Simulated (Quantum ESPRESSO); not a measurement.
Runs of Quantum ESPRESSO 7.5 on SnSe. It takes space group Fm-3m (No. 225, cubic). The conventional cell has a = 6.020 Å, b = 6.020 Å, c = 6.020 Å, α = 90.00°, β = 90.00°, γ = 90.00°. Sn (site symmetry m-3m) is surrounded by 6 Se at 3.01 Å. Se (site symmetry m-3m) is surrounded by 6 Sn at 3.01 Å. Measurements of this composition are mostly on another form, of space group No. 62.

```tsv
task	level	potentials or basis	cell	k mesh	cutoff (eV)	form of the LDA correlation	SCF threshold	most ionic steps	forc conv thr	etot conv thr	gap on the mesh (eV)	pressure (GPa)
relaxation of cell and atoms	LDA	SSSP 1.3 efficiency PBE	relaxed to 2 GPa	8 × 8 × 8	939	PZ81	4e-10 Ry	40	0.0004 Ry/bohr	1e-05 Ry	0.73	2.0
relaxation of cell and atoms	LDA	SSSP 1.3 efficiency PBE	relaxed to 5 GPa	8 × 8 × 8	939	PZ81	4e-10 Ry	40	0.0004 Ry/bohr	1e-05 Ry	0.67	5.0
relaxation of cell and atoms	LDA	SSSP 1.3 efficiency PBE	relaxed to 20 GPa	8 × 8 × 8	939	PZ81	4e-10 Ry	40	0.0004 Ry/bohr	1e-05 Ry	0.43	20.0
relaxation of cell and atoms	LDA	SSSP 1.3 efficiency PBE	relaxed to 10 GPa	8 × 8 × 8	939	PZ81	4e-10 Ry	40	0.0004 Ry/bohr	1e-05 Ry	(a)	10.0
```

Alike in all rows: no spin polarisation; smearing fermi-dirac 0.05 eV.

**Question.** Fill in the values left out.

**Answer.** (a) 0.58.

Caveats: the potentials were made for another functional, which shifts forces and pressure; spin-orbit coupling is left out, which moves the levels of the heavy elements.

A k mesh can miss the band edges, and the runs leave out spin-orbit coupling on Se, Sn.
